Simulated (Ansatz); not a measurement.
N, a strained cell with displaced atoms

```
N
1.0
     5.71149    0.00764   -0.00623
     0.00764    5.73798    0.01585
    -0.00623    0.01585    5.73018
N
8
Cartesian
  0.3550 0.3263 0.3872
  2.5015 5.3458 3.2333
  3.2313 2.6520 5.4172
  5.3902 3.2493 2.5260
  5.3846 5.5173 5.4397
  3.1501 0.3304 2.4317
  2.4228 3.0893 0.3832
  0.3762 2.6493 3.1886
```

Single point in Ansatz 0.2.0 with BLYP, no spin polarisation. Cutoff 420 eV, PAW datasets, 3×3×3 (shifted by 0, 0.5, 0 steps) k mesh, fermi-dirac filling (width 0.1 eV).

What is the band gap?

The gap on the k mesh is 6.33 eV; the mesh may miss the band edges, so the true gap of this level can be smaller.

Where is the largest force?

The largest is on N2 (and as large on other atoms): 12.65 eV/Å, components (6.63, 7.31, -7.92). It makes 0° with the line to a nearest neighbour, N6 at 1.25 Å, pointing towards it.

Is the cell too large or too small?

The pressure is -8.2 GPa (compression positive), so with the atoms held at these fractions the cell would first shrink; the forces are large, so a full relaxation may end otherwise. The principal stresses -15.7, -5.3, -3.5 GPa differ, so its shape would change too.

What is the character of the valence top and the conduction bottom?

Within 0.7 eV of the edges, the states project mainly on N p (79 %) and N s (19 %) below the gap and on N p (99 %) above it.

Origin: a strained cell with displaced atoms, so it need not be a known compound. Caveats: an odd or shifted mesh can miss the band edges, so this level's true gap may be smaller; atoms or cell far from equilibrium; forces of this functional can be a tenth off on these datasets.
